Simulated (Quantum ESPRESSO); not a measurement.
# B (Pm-3m) in Quantum ESPRESSO: notebook

The runs below take B through energy-loss spectrum, with LDA.

Program: Quantum ESPRESSO 7.5. These are calculated values, not measurements. Logs are shortened: lines on timing, memory, paths and dates and some standing lists are left out, and cuts for length are marked.

## Step 1: The crystal as given

Symmetry: Pm-3m, No. 221, cubic system. The conventional cell has a = 1.885 Å, b = 1.885 Å, c = 1.885 Å, α = 90.00°, β = 90.00°, γ = 90.00°. B (site symmetry m-3m) is surrounded by 6 B at 1.89 Å.

The cell was built by a generator and needn't be a form met in nature.

## Step 2: Energy-loss spectrum, LDA

pw.in reads:

```
&CONTROL
  calculation = 'scf'
  prefix = 'pwscf'
  outdir = './tmp'
  pseudo_dir = './pseudo'
  tprnfor = .true.
  tstress = .true.
  disk_io = 'low'
/
&SYSTEM
  ibrav = 0
  nat = 1
  ntyp = 1
  ecutwfc = 45
  ecutrho = 360
  nbnd = 6
  occupations = 'smearing'
  smearing = 'fd'
  degauss = 0.00367493
/
&ELECTRONS
  conv_thr = 2d-10
  electron_maxstep = 120
  mixing_beta = 0.5
/
ATOMIC_SPECIES
B     10.8100 b_lda_v1.4.uspp.F.UPF
CELL_PARAMETERS angstrom
   1.8852400000    0.0000000000    0.0000000000
   0.0000000000    1.8852400000    0.0000000000
   0.0000000000    0.0000000000    1.8852400000
ATOMIC_POSITIONS crystal
B      0.5000000000    0.5000000000    0.5000000000
K_POINTS automatic
10 10 10 1 1 1
```

scf2.in reads:

```
&CONTROL
  calculation = 'scf'
  prefix = 'pwscf'
  outdir = './tmp'
  pseudo_dir = './pseudo'
  tprnfor = .true.
  tstress = .true.
  disk_io = 'low'
/
&SYSTEM
  ibrav = 0
  nat = 1
  ntyp = 1
  ecutwfc = 45
  ecutrho = 360
  nbnd = 6
  occupations = 'smearing'
  smearing = 'fd'
  degauss = 0.00367493
/
&ELECTRONS
  conv_thr = 1d-11
  electron_maxstep = 120
  mixing_beta = 0.5
  startingpot = 'file'
  startingwfc = 'file'
/
ATOMIC_SPECIES
B     10.8100 b_lda_v1.4.uspp.F.UPF
CELL_PARAMETERS angstrom
   1.8852400000    0.0000000000    0.0000000000
   0.0000000000    1.8852400000    0.0000000000
   0.0000000000    0.0000000000    1.8852400000
ATOMIC_POSITIONS crystal
B      0.5000000000    0.5000000000    0.5000000000
K_POINTS automatic
10 10 10 1 1 1
```

eels.in reads:

```
&LR_INPUT
  prefix = 'pwscf'
  outdir = './tmp'
  restart_step = 5000
  restart = .false.
/
&LR_CONTROL
  calculator = 'lanczos'
  approximation = 'RPA_with_CLFE'
  q1 = 0.2250339487
  q2 = 0
  q3 = 0
  itermax = 300
/
```

spectrum.in reads:

```
&LR_INPUT
  prefix = 'pwscf'
  outdir = './tmp'
  eels = .true.
  itermax0 = 300
  itermax = 20000
  extrapolation = 'osc'
  epsil = 0.03
  units = 1
  start = 0
  end = 40
  increment = 0.2
/
```

spectrum_short.in reads:

```
&LR_INPUT
  prefix = 'pwscf'
  outdir = './tmp'
  eels = .true.
  itermax0 = 200
  itermax = 20000
  extrapolation = 'osc'
  epsil = 0.03
  units = 1
  start = 0
  end = 40
  increment = 0.2
/
```

Potentials or basis: GBRV 1.5 LDA.

On the command line:

```console
$ OMP_NUM_THREADS=1 pw.x -in pw.in > pw.out
$ OMP_NUM_THREADS=1 pw.x -in scf2.in > scf2.out
$ OMP_NUM_THREADS=1 turbo_eels.x -in eels.in > eels.out
$ OMP_NUM_THREADS=1 turbo_spectrum.x -in spectrum.in > spectrum.out
$ OMP_NUM_THREADS=1 turbo_spectrum.x -in spectrum_short.in > spectrum_short.out
```

pw.out:

```text
This program is part of the open-source Quantum ESPRESSO suite
     for quantum simulation of materials; please cite
[... 9 lines left out ...]
     --------------------
     sticks:   dense  smooth     PW     G-vecs:    dense   smooth      PW
     Sum         357     177     69                 5185     1839     437

     Using Slab Decomposition

     bravais-lattice index     =            0
     lattice parameter (alat)  =       3.5626  a.u.
     unit-cell volume          =      45.2165 (a.u.)^3
     number of atoms/cell      =            1
     number of atomic types    =            1
     number of electrons       =         3.00
     number of Kohn-Sham states=            6
     kinetic-energy cutoff     =      45.0000  Ry
     charge density cutoff     =     360.0000  Ry
     scf convergence threshold =      2.0E-10
     mixing beta               =       0.5000
     number of iterations used =            8  plain     mixing
     Exchange-correlation=  SLA  PZ   NOGX NOGC
                           (   1   1   0   0   0   0   0)

     celldm(1)=   3.562587  celldm(2)=   0.000000  celldm(3)=   0.000000
     celldm(4)=   0.000000  celldm(5)=   0.000000  celldm(6)=   0.000000

     crystal axes: (cart. coord. in units of alat)
               a(1) = (   1.000000   0.000000   0.000000 )
               a(2) = (   0.000000   1.000000   0.000000 )
               a(3) = (   0.000000   0.000000   1.000000 )

     reciprocal axes: (cart. coord. in units 2 pi/alat)
               b(1) = (  1.000000  0.000000  0.000000 )
               b(2) = (  0.000000  1.000000  0.000000 )
               b(3) = (  0.000000  0.000000  1.000000 )

     PseudoPot. # 1 for B  read from file:
     b_lda_v1.4.uspp.F.UPF
     Pseudo is Ultrasoft + core correction, Zval =  3.0
     Generated by new atomic code, or converted to UPF format
     Using radial grid of  781 points,  4 beta functions with:
                l(1) =   0
                l(2) =   0
                l(3) =   1
                l(4) =   1
     Q(r) pseudized with  8 coefficients,  rinner =    1.100   1.100   1.100

     atomic species   valence    mass     pseudopotential
     B                 3.00    10.81000     B ( 1.00)

     48 Sym. Ops., with inversion, found

   Cartesian axes

     site n.     atom                  positions (alat units)
         1        B      tau(   1) = (   0.5000000   0.5000000   0.5000000  )

     number of k points=    35  Fermi-Dirac smearing, width (Ry)=  0.0037
                       cart. coord. in units 2pi/alat
        k(    1) = (   0.0500000   0.0500000   0.0500000), wk =   0.0160000
        k(    2) = (   0.0500000   0.0500000   0.1500000), wk =   0.0480000
        k(    3) = (   0.0500000   0.0500000   0.2500000), wk =   0.0480000
        k(    4) = (   0.0500000   0.0500000   0.3500000), wk =   0.0480000
        k(    5) = (   0.0500000   0.0500000   0.4500000), wk =   0.0480000
        k(    6) = (   0.0500000   0.1500000   0.1500000), wk =   0.0480000
[... 27 lines left out ...]
        k(   34) = (   0.3500000   0.4500000   0.4500000), wk =   0.0480000
        k(   35) = (   0.4500000   0.4500000   0.4500000), wk =   0.0160000

     Dense  grid:     5185 G-vectors     FFT dimensions: (  24,  24,  24)

     Smooth grid:     1839 G-vectors     FFT dimensions: (  15,  15,  15)

     Initial potential from superposition of free atoms

     starting charge       2.9998, renormalised to       3.0000
     Starting wfcs are    4 randomized atomic wfcs +    2 random wfcs

     Self-consistent Calculation

     iteration #  1     ecut=    45.00 Ry     beta= 0.50
     Davidson diagonalization with overlap
     ethr =  1.00E-02,  avg # of iterations =  5.0

     Threshold (ethr) on eigenvalues was too large:
     Diagonalizing with lowered threshold

     Davidson diagonalization with overlap
     ethr =  1.09E-04,  avg # of iterations =  2.1

     total energy              =      -6.29906555 Ry
     estimated scf accuracy    <       0.00327359 Ry

     iteration #  2     ecut=    45.00 Ry     beta= 0.50
     Davidson diagonalization with overlap
     ethr =  1.09E-04,  avg # of iterations =  1.0

     total energy              =      -6.29897064 Ry
     estimated scf accuracy    <       0.00063501 Ry

     iteration #  3     ecut=    45.00 Ry     beta= 0.50
     Davidson diagonalization with overlap
     ethr =  2.12E-05,  avg # of iterations =  1.4

     total energy              =      -6.29900372 Ry
     estimated scf accuracy    <       0.00000330 Ry

     iteration #  4     ecut=    45.00 Ry     beta= 0.50
     Davidson diagonalization with overlap
     ethr =  1.10E-07,  avg # of iterations =  2.5

     total energy              =      -6.29900484 Ry
     estimated scf accuracy    <          2.1E-09 Ry

     iteration #  5     ecut=    45.00 Ry     beta= 0.50
     Davidson diagonalization with overlap
     ethr =  6.88E-11,  avg # of iterations =  3.0

     total energy              =      -6.29900486 Ry
     estimated scf accuracy    <          3.7E-10 Ry

     iteration #  6     ecut=    45.00 Ry     beta= 0.50
     Davidson diagonalization with overlap
     ethr =  1.24E-11,  avg # of iterations =  1.0

     End of self-consistent calculation

          k = 0.0500 0.0500 0.0500 (   245 PWs)   bands (ev):

    -5.1338  22.6200  22.6200  23.6850  35.9690  35.9690

          k = 0.0500 0.0500 0.1500 (   237 PWs)   bands (ev):

    -4.4604  18.4119  23.1956  24.1649  36.7146  40.6677

          k = 0.0500 0.0500 0.2500 (   228 PWs)   bands (ev):

    -3.1200  13.5619  24.2499  25.1686  38.1592  40.8984

          k = 0.0500 0.0500 0.3500 (   228 PWs)   bands (ev):

    -1.1332   9.0837  25.5243  26.3960  39.5500  40.1534

          k = 0.0500 0.0500 0.4500 (   226 PWs)   bands (ev):

     1.3655   5.3133  26.4857  27.3357  38.5332  42.2532

          k = 0.0500 0.1500 0.1500 (   233 PWs)   bands (ev):

    -3.7869  17.7090  20.6615  24.5622  39.4653  41.4454

          k = 0.0500 0.1500 0.2500 (   229 PWs)   bands (ev):

    -2.4467  13.8346  21.0194  25.5480  38.7582  41.3923

          k = 0.0500 0.1500 0.3500 (   228 PWs)   bands (ev):

    -0.4607   9.5572  22.4195  26.7658  35.9301  42.6823

          k = 0.0500 0.1500 0.4500 (   232 PWs)   bands (ev):

     2.0550   5.8359  23.6732  27.7207  33.7889  42.8544

          k = 0.0500 0.2500 0.2500 (   229 PWs)   bands (ev):

    -1.1100  13.2406  18.3472  26.4844  34.8961  43.6160

          k = 0.0500 0.2500 0.3500 (   228 PWs)   bands (ev):

     0.8653  10.2604  18.7446  27.6012  30.9559  44.4140

          k = 0.0500 0.2500 0.4500 (   229 PWs)   bands (ev):

     3.3857   6.8269  20.0851  27.9044  28.6647  44.0585

          k = 0.0500 0.3500 0.3500 (   229 PWs)   bands (ev):

     2.7990  10.1316  16.5714  26.1844  28.8628  45.6866

          k = 0.0500 0.3500 0.4500 (   231 PWs)   bands (ev):

     5.2287   8.0468  16.9309  22.9995  29.5695  45.9329

          k = 0.0500 0.4500 0.4500 (   232 PWs)   bands (ev):

     7.2585   8.5540  15.1723  19.6245  30.2745  47.6231

          k = 0.1500 0.1500 0.1500 (   227 PWs)   bands (ev):

    -3.1133  18.3465  18.3465  23.8164  40.3365  43.6994

          k = 0.1500 0.1500 0.2500 (   227 PWs)   bands (ev):

    -1.7739  14.2486  19.5367  24.4964  38.1210  43.1688

          k = 0.1500 0.1500 0.3500 (   226 PWs)   bands (ev):

     0.2104  10.0649  21.0322  25.8546  35.3451  40.0853

          k = 0.1500 0.1500 0.4500 (   226 PWs)   bands (ev):

     2.7396   6.3775  22.2277  27.2563  33.1238  37.5786

          k = 0.1500 0.2500 0.2500 (   227 PWs)   bands (ev):

    -0.4389  13.9028  17.4972  24.8721  35.4007  42.3302

          k = 0.1500 0.2500 0.3500 (   229 PWs)   bands (ev):

     1.5329  10.8491  18.2145  26.0360  31.8150  39.6436

          k = 0.1500 0.2500 0.4500 (   231 PWs)   bands (ev):

     4.0600   7.4053  19.4831  27.3735  28.9819  37.3904

          k = 0.1500 0.3500 0.3500 (   229 PWs)   bands (ev):

     3.4608  10.8048  16.2822  25.8792  28.7076  40.3627

          k = 0.1500 0.3500 0.4500 (   233 PWs)   bands (ev):

     5.8899   8.6802  16.6741  23.6598  28.8430  39.1853

          k = 0.1500 0.4500 0.4500 (   235 PWs)   bands (ev):

     7.9186   9.2316  14.9820  20.4117  29.6537  40.9573

          k = 0.2500 0.2500 0.2500 (   232 PWs)   bands (ev):

     0.8899  15.1486  15.1486  24.2456  34.9284  40.1236

          k = 0.2500 0.2500 0.3500 (   231 PWs)   bands (ev):

     2.8460  11.8450  16.7396  25.0641  32.2461  35.4652

          k = 0.2500 0.2500 0.4500 (   232 PWs)   bands (ev):

     5.3588   8.5017  18.0460  26.7906  29.3098  32.5906

          k = 0.2500 0.3500 0.3500 (   231 PWs)   bands (ev):

     4.7541  12.0753  15.4137  25.1327  29.5569  35.3674

          k = 0.2500 0.3500 0.4500 (   230 PWs)   bands (ev):

     7.1574   9.8751  16.0675  24.8384  28.1489  33.2506

          k = 0.2500 0.4500 0.4500 (   233 PWs)   bands (ev):

     9.1691  10.5123  14.6324  21.9721  28.8150  35.0327

          k = 0.3500 0.3500 0.3500 (   241 PWs)   bands (ev):

     6.6090  13.7096  13.7096  24.9375  30.4670  32.2127

          k = 0.3500 0.3500 0.4500 (   236 PWs)   bands (ev):

     8.8946  11.3834  15.0682  25.5632  28.3366  29.2426

          k = 0.3500 0.4500 0.4500 (   237 PWs)   bands (ev):

    10.8166  12.1644  14.1725  24.1935  28.0976  30.4330

          k = 0.4500 0.4500 0.4500 (   226 PWs)   bands (ev):

    12.4391  13.5448  13.5448  26.1521  27.5654  27.5654

     the Fermi energy is    10.1977 ev

!    total energy              =      -6.29900486 Ry
     estimated scf accuracy    <          5.1E-12 Ry
     smearing contrib. (-TS)   =      -0.00032689 Ry
     internal energy E=F+TS    =      -6.29867796 Ry

     The total energy is F=E-TS. E is the sum of the following terms:
     one-electron contribution =       3.71786779 Ry
     hartree contribution      =       0.07628625 Ry
     xc contribution           =      -2.92509819 Ry
     ewald contribution        =      -7.16773382 Ry

     convergence has been achieved in   6 iterations

     Forces acting on atoms (cartesian axes, Ry/au):

     atom    1 type  1   force =     0.00000000    0.00000000    0.00000000

     Total force =     0.000000     Total SCF correction =     0.000000

     Computing stress (Cartesian axis) and pressure

          total   stress  (Ry/bohr**3)                   (kbar)     P=      -57.61
  -0.00039165   0.00000000   0.00000000          -57.61        0.00        0.00
   0.00000000  -0.00039165   0.00000000            0.00      -57.61        0.00
   0.00000000   0.00000000  -0.00039165            0.00        0.00      -57.61

=------------------------------------------------------------------------------=
   JOB DONE.
=------------------------------------------------------------------------------=
```

Run time: 20 s. Hardware: 1 thread of Arm Neoverse V1, shared host; peak memory 0.06 GiB.

What came out:

- Free energy: -85.7023 eV
- Pressure: -5.8 GPa
- Band gap on the k mesh: none (metal or under the smearing width)
- Peak of the energy-loss function: 28.0 eV

Energy-loss function at q = [0.75, 0.0, 0.0] (Å⁻¹, cartesian):
```tsv
energy (eV)	loss
0.0	0.000
1.8	0.010
3.4	0.044
5.2	0.078
7.0	0.106
8.6	0.135
10.4	0.184
12.2	0.239
13.8	0.271
15.6	0.341
17.4	0.525
19.0	0.759
20.8	1.016
22.4	1.386
24.2	1.950
26.0	2.191
27.6	2.372
29.4	2.123
31.2	1.460
32.8	1.097
34.6	0.716
36.4	0.411
38.0	0.297
39.8	0.268
```

Caveat: the k mesh is coarse.

## Step 3: Energy-loss spectrum, LDA

pw.in is that of step 2.

scf2.in is that of step 2.

Edit eels.in of step 2 so:

```diff
@@ -9,3 +9,3 @@
   approximation = 'RPA_with_CLFE'
-  q1 = 0.2250339487
+  q1 = 0.3000452649
   q2 = 0
```

spectrum.in is that of step 2.

spectrum_short.in is that of step 2.

Potentials or basis: GBRV 1.5 LDA.

On the command line:

```console
$ OMP_NUM_THREADS=1 pw.x -in pw.in > pw.out
$ OMP_NUM_THREADS=1 pw.x -in scf2.in > scf2.out
$ OMP_NUM_THREADS=1 turbo_eels.x -in eels.in > eels.out
$ OMP_NUM_THREADS=1 turbo_spectrum.x -in spectrum.in > spectrum.out
$ OMP_NUM_THREADS=1 turbo_spectrum.x -in spectrum_short.in > spectrum_short.out
```

pw.out:

```text
This program is part of the open-source Quantum ESPRESSO suite
     for quantum simulation of materials; please cite
[... 9 lines left out ...]
     --------------------
     sticks:   dense  smooth     PW     G-vecs:    dense   smooth      PW
     Sum         357     177     69                 5185     1839     437

     Using Slab Decomposition

     bravais-lattice index     =            0
     lattice parameter (alat)  =       3.5626  a.u.
     unit-cell volume          =      45.2165 (a.u.)^3
     number of atoms/cell      =            1
     number of atomic types    =            1
     number of electrons       =         3.00
     number of Kohn-Sham states=            6
     kinetic-energy cutoff     =      45.0000  Ry
     charge density cutoff     =     360.0000  Ry
     scf convergence threshold =      2.0E-10
     mixing beta               =       0.5000
     number of iterations used =            8  plain     mixing
     Exchange-correlation=  SLA  PZ   NOGX NOGC
                           (   1   1   0   0   0   0   0)

     celldm(1)=   3.562587  celldm(2)=   0.000000  celldm(3)=   0.000000
     celldm(4)=   0.000000  celldm(5)=   0.000000  celldm(6)=   0.000000

     crystal axes: (cart. coord. in units of alat)
               a(1) = (   1.000000   0.000000   0.000000 )
               a(2) = (   0.000000   1.000000   0.000000 )
               a(3) = (   0.000000   0.000000   1.000000 )

     reciprocal axes: (cart. coord. in units 2 pi/alat)
               b(1) = (  1.000000  0.000000  0.000000 )
               b(2) = (  0.000000  1.000000  0.000000 )
               b(3) = (  0.000000  0.000000  1.000000 )

[... 57 lines left out ...]
        k(   35) = (   0.4500000   0.4500000   0.4500000), wk =   0.0160000

     Dense  grid:     5185 G-vectors     FFT dimensions: (  24,  24,  24)

     Smooth grid:     1839 G-vectors     FFT dimensions: (  15,  15,  15)

     Initial potential from superposition of free atoms

     starting charge       2.9998, renormalised to       3.0000
     Starting wfcs are    4 randomized atomic wfcs +    2 random wfcs

     Self-consistent Calculation

     iteration #  1     ecut=    45.00 Ry     beta= 0.50
     Davidson diagonalization with overlap
     ethr =  1.00E-02,  avg # of iterations =  5.0

     Threshold (ethr) on eigenvalues was too large:
     Diagonalizing with lowered threshold

     Davidson diagonalization with overlap
     ethr =  1.09E-04,  avg # of iterations =  2.1

     total energy              =      -6.29906555 Ry
     estimated scf accuracy    <       0.00327359 Ry
[... 29 lines left out ...]
     iteration #  6     ecut=    45.00 Ry     beta= 0.50
     Davidson diagonalization with overlap
     ethr =  1.24E-11,  avg # of iterations =  1.0

     End of self-consistent calculation

          k = 0.0500 0.0500 0.0500 (   245 PWs)   bands (ev):

    -5.1338  22.6200  22.6200  23.6850  35.9690  35.9690

          k = 0.0500 0.0500 0.1500 (   237 PWs)   bands (ev):
[... 131 lines left out ...]
          k = 0.4500 0.4500 0.4500 (   226 PWs)   bands (ev):

    12.4391  13.5448  13.5448  26.1521  27.5654  27.5654

     the Fermi energy is    10.1977 ev

!    total energy              =      -6.29900486 Ry
     estimated scf accuracy    <          5.1E-12 Ry
     smearing contrib. (-TS)   =      -0.00032689 Ry
     internal energy E=F+TS    =      -6.29867796 Ry

     The total energy is F=E-TS. E is the sum of the following terms:
     one-electron contribution =       3.71786779 Ry
     hartree contribution      =       0.07628625 Ry
     xc contribution           =      -2.92509819 Ry
     ewald contribution        =      -7.16773382 Ry

     convergence has been achieved in   6 iterations

     Forces acting on atoms (cartesian axes, Ry/au):

     atom    1 type  1   force =     0.00000000    0.00000000    0.00000000

     Total force =     0.000000     Total SCF correction =     0.000000

     Computing stress (Cartesian axis) and pressure

          total   stress  (Ry/bohr**3)                   (kbar)     P=      -57.61
  -0.00039165   0.00000000   0.00000000          -57.61        0.00        0.00
   0.00000000  -0.00039165   0.00000000            0.00      -57.61        0.00
   0.00000000   0.00000000  -0.00039165            0.00        0.00      -57.61

=------------------------------------------------------------------------------=
   JOB DONE.
=------------------------------------------------------------------------------=
```

scf2.out:

```text
This program is part of the open-source Quantum ESPRESSO suite
     for quantum simulation of materials; please cite
[... 9 lines left out ...]
     --------------------
     sticks:   dense  smooth     PW     G-vecs:    dense   smooth      PW
     Sum         357     177     69                 5185     1839     437
[... 276 lines left out ...]
  -0.00039164   0.00000000   0.00000000          -57.61        0.00        0.00
   0.00000000  -0.00039164   0.00000000            0.00      -57.61        0.00
   0.00000000   0.00000000  -0.00039164            0.00        0.00      -57.61

=------------------------------------------------------------------------------=
   JOB DONE.
=------------------------------------------------------------------------------=
```

Run time: 21 s. Hardware: 1 thread of Arm Neoverse V1, shared host; peak memory 0.06 GiB.

What came out:

```
Free energy                      : -85.7023 eV
Pressure                         : -5.8 GPa
Band gap on the k mesh           : none (metal or under the smearing width)
Peak of the energy-loss function : 29.2 eV
```

Energy-loss function at q = [1.0, 0.0, 0.0] (Å⁻¹, cartesian):
```tsv
energy (eV)	loss
0.0	0.000
1.8	0.009
3.4	0.045
5.2	0.077
7.0	0.126
8.6	0.189
10.4	0.210
12.2	0.188
13.8	0.207
15.6	0.295
17.4	0.413
19.0	0.541
20.8	0.845
22.4	1.306
24.2	1.597
26.0	1.664
27.6	1.884
29.4	2.051
31.2	1.623
32.8	1.125
34.6	0.814
36.4	0.651
38.0	0.492
39.8	0.329
```

Caveat: the k mesh is coarse.

(Continued in part 2 of 2.)
